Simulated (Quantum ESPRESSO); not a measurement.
# HgTe (Coloradoite) (F-43m) in Quantum ESPRESSO: further runs, part 3 of 3

Quantum ESPRESSO 7.5.

## (4) Phonons, LDA

Contents of pw.in:

```
&CONTROL
  calculation = 'scf'
  prefix = 'pwscf'
  outdir = './tmp'
  pseudo_dir = './pseudo'
  tprnfor = .true.
  tstress = .true.
  disk_io = 'low'
/
&SYSTEM
  ibrav = 0
  nat = 2
  ntyp = 2
  ecutwfc = 45
  ecutrho = 360
  nbnd = 15
  occupations = 'smearing'
  smearing = 'gaussian'
  degauss = 0.01999163
/
&ELECTRONS
  conv_thr = 4d-10
  electron_maxstep = 120
  mixing_beta = 0.5
/
ATOMIC_SPECIES
Hg   200.5920 hg_lda_v1.uspp.F.UPF
Te   127.6000 te_lda_v1.uspp.F.UPF
CELL_PARAMETERS angstrom
   0.0000000000    3.2145000000    3.2145000000
   3.2145000000    0.0000000000    3.2145000000
   3.2145000000    3.2145000000    0.0000000000
ATOMIC_POSITIONS crystal
Hg     0.0000000000    0.0000000000    0.0000000000
Te     0.7500000000    0.7500000000    0.7500000000
K_POINTS automatic
7 7 7 0 0 0
```

Contents of relax.in:

```
&CONTROL
  calculation = 'vc-relax'
  prefix = 'pwscf'
  outdir = './tmp'
  pseudo_dir = './pseudo'
  tprnfor = .true.
  tstress = .true.
  disk_io = 'low'
  nstep = 40
  forc_conv_thr = 0.0001
  etot_conv_thr = 1d-06
/
&SYSTEM
  ibrav = 0
  nat = 2
  ntyp = 2
  ecutwfc = 45
  ecutrho = 360
  nbnd = 15
  occupations = 'smearing'
  smearing = 'gaussian'
  degauss = 0.01999163
/
&ELECTRONS
  conv_thr = 4d-10
  electron_maxstep = 120
  mixing_beta = 0.5
/
&IONS
  ion_dynamics = 'bfgs'
/
&CELL
  cell_dynamics = 'bfgs'
  press = 0
  press_conv_thr = 0.2
/
ATOMIC_SPECIES
Hg   200.5920 hg_lda_v1.uspp.F.UPF
Te   127.6000 te_lda_v1.uspp.F.UPF
CELL_PARAMETERS angstrom
   0.0000000000    3.2145000000    3.2145000000
   3.2145000000    0.0000000000    3.2145000000
   3.2145000000    3.2145000000    0.0000000000
ATOMIC_POSITIONS crystal
Hg     0.0000000000    0.0000000000    0.0000000000
Te     0.7500000000    0.7500000000    0.7500000000
K_POINTS automatic
7 7 7 0 0 0
```

Contents of scf2.in:

```
&CONTROL
  calculation = 'scf'
  prefix = 'pwscf'
  outdir = './tmp'
  pseudo_dir = './pseudo'
  tprnfor = .true.
  tstress = .true.
  disk_io = 'low'
/
&SYSTEM
  ibrav = 0
  nat = 2
  ntyp = 2
  ecutwfc = 45
  ecutrho = 360
  nbnd = 15
  occupations = 'smearing'
  smearing = 'gaussian'
  degauss = 0.01999163
/
&ELECTRONS
  conv_thr = 1d-13
  electron_maxstep = 120
  mixing_beta = 0.5
  startingpot = 'file'
  startingwfc = 'file'
/
ATOMIC_SPECIES
Hg   200.5920 hg_lda_v1.uspp.F.UPF
Te   127.6000 te_lda_v1.uspp.F.UPF
CELL_PARAMETERS angstrom
   0.0000000000    3.2283208643    3.2283208643
   3.2283208643    0.0000000000    3.2283208643
   3.2283208643    3.2283208643    0.0000000000
ATOMIC_POSITIONS crystal
Hg     0.0000000000    0.0000000000    0.0000000000
Te     0.7500000000    0.7500000000    0.7500000000
K_POINTS automatic
7 7 7 0 0 0
```

Contents of ph.in:

```
phonons of HgTe
&INPUTPH
  prefix = 'pwscf'
  outdir = './tmp'
  tr2_ph = 1d-18
  fildyn = 'dyn'
  niter_ph = 90
  alpha_mix(1) = 0.4
/
0.0000000000 0.0000000000 0.0000000000
```

Contents of dynmat.in:

```
&INPUT
  fildyn = 'dyn'
  asr = 'crystal'
  filout = 'dynmat.disp'
  fileig = 'dynmat.eig'
/
```

Potentials or basis: GBRV 1.5 LDA.

The run is started by

```sh
> OMP_NUM_THREADS=1 pw.x -in pw.in > pw.out
> OMP_NUM_THREADS=1 pw.x -in relax.in > relax.out
> OMP_NUM_THREADS=1 pw.x -in scf2.in > scf2.out
> OMP_NUM_THREADS=1 ph.x -in ph.in > ph.out
> OMP_NUM_THREADS=1 dynmat.x -in dynmat.in > dynmat.out
```

pw.out:

```text
This program is part of the open-source Quantum ESPRESSO suite
     for quantum simulation of materials; please cite
[... 9 lines left out ...]
     --------------------
     sticks:   dense  smooth     PW     G-vecs:    dense   smooth      PW
     Sum        1813     925    271                51493    18197    2975

     Using Slab Decomposition

     bravais-lattice index     =            0
     lattice parameter (alat)  =       8.5907  a.u.
     unit-cell volume          =     448.2981 (a.u.)^3
     number of atoms/cell      =            2
     number of atomic types    =            2
     number of electrons       =        18.00
     number of Kohn-Sham states=           15
     kinetic-energy cutoff     =      45.0000  Ry
     charge density cutoff     =     360.0000  Ry
     scf convergence threshold =      4.0E-10
     mixing beta               =       0.5000
     number of iterations used =            8  plain     mixing
[... 229 lines left out ...]

          k = 0.4041 0.2020 0.0000 (  2281 PWs)   bands (ev):

    -5.6383  -1.2628  -1.2130  -1.0938  -0.8288  -0.7805   1.6831   3.8564
     4.7236   8.2313   9.6472  11.0960  12.5106  13.8720  16.3891

          k =-0.2020-0.4041 0.6061 (  2285 PWs)   bands (ev):
[... 11 lines left out ...]
    -5.3813  -1.1761  -1.1175  -0.9085  -0.8440  -0.2651   0.4068   3.0455
     3.7965   8.7808  10.3327  11.6157  12.5133  14.7255  16.1957

     the Fermi energy is     6.1887 ev

!    total energy              =    -134.07106295 Ry
     estimated scf accuracy    <          1.8E-10 Ry
     smearing contrib. (-TS)   =      -0.00021118 Ry
     internal energy E=F+TS    =    -134.07085177 Ry

     The total energy is F=E-TS. E is the sum of the following terms:
     one-electron contribution =     -32.33258215 Ry
     hartree contribution      =      28.77366578 Ry
     xc contribution           =     -53.07756723 Ry
     ewald contribution        =     -77.43436818 Ry

     convergence has been achieved in   8 iterations

     Forces acting on atoms (cartesian axes, Ry/au):

     atom    1 type  1   force =     0.00000000    0.00000000   -0.00000000
     atom    2 type  2   force =    -0.00000000   -0.00000000    0.00000000

     Total force =     0.000000     Total SCF correction =     0.000000

     Computing stress (Cartesian axis) and pressure

          total   stress  (Ry/bohr**3)                   (kbar)     P=        6.33
   0.00004303  -0.00000000   0.00000000            6.33       -0.00        0.00
  -0.00000000   0.00004303  -0.00000000           -0.00        6.33       -0.00
   0.00000000  -0.00000000   0.00004303            0.00       -0.00        6.33

=------------------------------------------------------------------------------=
   JOB DONE.
=------------------------------------------------------------------------------=
```

scf2.out:

```text
This program is part of the open-source Quantum ESPRESSO suite
     for quantum simulation of materials; please cite
[... 9 lines left out ...]
     --------------------
     sticks:   dense  smooth     PW     G-vecs:    dense   smooth      PW
     Sum        1843     925    283                52345    18499    3071
[... 247 lines left out ...]
   0.00000004  -0.00000000  -0.00000000            0.01       -0.00       -0.00
  -0.00000000   0.00000004  -0.00000000           -0.00        0.01       -0.00
  -0.00000000  -0.00000000   0.00000004           -0.00       -0.00        0.01

=------------------------------------------------------------------------------=
   JOB DONE.
=------------------------------------------------------------------------------=
```

It took 3.9 min on 1 thread of Intel Xeon 6975P-C (Granite Rapids), shared host; peak memory 0.24 GiB.

Results:

| Quantity | Value |
| --- | --- |
| Free energy | -1824.1315 eV |
| Relaxed volume | 33.65 Å³/atom |
| Relaxed cell | a = 4.566 Å, b = 4.566 Å, c = 4.566 Å, α = 60.00°, β = 60.00°, γ = 60.00° |
| Space group after relaxing (to 0.05 Å) | F-43m (No. 216) |
| Pressure after relaxing | 0.0 GPa |
| Band gap on the k mesh | none (metal or under the smearing width) |
| Highest phonon frequency at Γ | 117 cm⁻¹ |

Step by step:
| step | energy change (eV) | largest force (eV/Å) | pressure (GPa) | volume (Å³) |
| --- | --- | --- | --- | --- |
| 1 | 0.0000 | 0.0000 | 0.63 | 66.43 |
| 2 | -0.0007 | 0.0000 | 0.48 | 66.65 |
| 3 | -0.0014 | 0.0000 | 0.30 | 66.88 |
| 4 | -0.0018 | 0.0000 | 0.04 | 67.24 |
| 5 | -0.0018 | 0.0000 | 0.00 | 67.29 |

Final structure:
```
Hg Te
1.0
     0.00000    3.22832    3.22832
     3.22832    0.00000    3.22832
     3.22832    3.22832    0.00000
Hg Te
1 1
Cartesian
  0.0000 0.0000 0.0000
  4.8425 4.8425 4.8425
```

Levels at points of the mesh, in eV from the Fermi level:
```tsv
k point	band 6	band 7	band 8	band 9	band 10	band 11	band 12	band 13
(0.00, 0.00, 0.00)	-6.97	-1.08	-0.14	-0.14	-0.14	3.98	3.98	3.98
```

Phonon frequencies in cm⁻¹ (negative: imaginary):
| q point | frequencies |
| --- | --- |
| (0.000, 0.000, 0.000) | -5 -5 -5 117 117 117 |

Optical modes at Γ, degenerate ones joined:
```
cm⁻¹  components  symmetry     active in
 117           3        T2  IR and Raman
```

## (5) Summary

| task | level | potentials or basis | spin | cell | k mesh | cutoff (eV) | smearing | k mesh for the Wannier functions | projections | iterations | form of the LDA correlation | gap on the mesh (eV) | pressure (GPa) |
| --- | --- | --- | --- | --- | --- | --- | --- | --- | --- | --- | --- | --- | --- |
| Wannier functions | PBEsol | PseudoDojo 0.4 FR PBE standard | SOC, no magnetisation | as given | 5 × 5 × 5 | 1088 | fermi-dirac 0.05 eV | 3 × 3 × 3 | Hg spd, Te sp | - | - | none | 1.7 |
| Wannier functions | LDA | PseudoDojo 0.4.1 SR LDA standard | off | as given | 5 × 5 × 5 | 1088 | fermi-dirac 0.05 eV | 4 × 4 × 4 | Hg spd, Te sp | 0 | PW92 | none | 0.3 |
| phonons | LDA | GBRV 1.5 LDA | off | relaxed | 7 × 7 × 7 | 612 | gaussian 0.272 eV | - | - | - | PZ81 | none | 0.0 |

Caveats: the potentials were made for another functional, which shifts forces and pressure (some runs); the Wannier minimisation didn't converge (some runs); spin-orbit coupling is left out, which moves the levels of the heavy elements (some runs).

Total energies depend on the potentials used, so only differences within one code and one set of settings carry meaning.
